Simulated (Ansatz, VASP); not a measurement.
## As: VASP beside Ansatz

```xyz
2
Lattice="3.5129 0.0000 0.0000 -1.7564 3.0422 0.0000 0.0000 0.0000 26.6000" Properties=species:S:1:pos:R:3 pbc="T T T"
As    0.0000    2.0282    7.0090
As    1.7564    1.0141    8.3910
```

Alike in both runs: functional LDA; k mesh 12 × 12 × 1; occupations gaussian, width 0.03 eV; no spin polarisation.

Ansatz relaxed the structure, and its values are those at the end. VASP's run is a single point on that final structure, the one shown.

```csv
,VASP,Ansatz
version,VASP 6.6.1,Ansatz 0.2.0
potentials or method,"VASP PAW LDA potentials, release 64 (As)","scalar-relativistic, plane waves, PAW"
plane-wave cutoff (eV),520,420
valence electrons in the cell,10,30
```

```csv
,VASP,Ansatz,Ansatz less VASP
gap on the k mesh at the Fermi level (eV),1.43,1.42,-0.009
least direct gap on the mesh (eV),2.11,2.10,-0.010
rms of the force components (eV/Å),0.074,0.001,-0.0736
```

The two sets of potentials don't hold the same shells in valence. Ansatz warned: «slab_cell_height_set».

A hybrid or GW would open this gap; LDA tends to underestimate it.
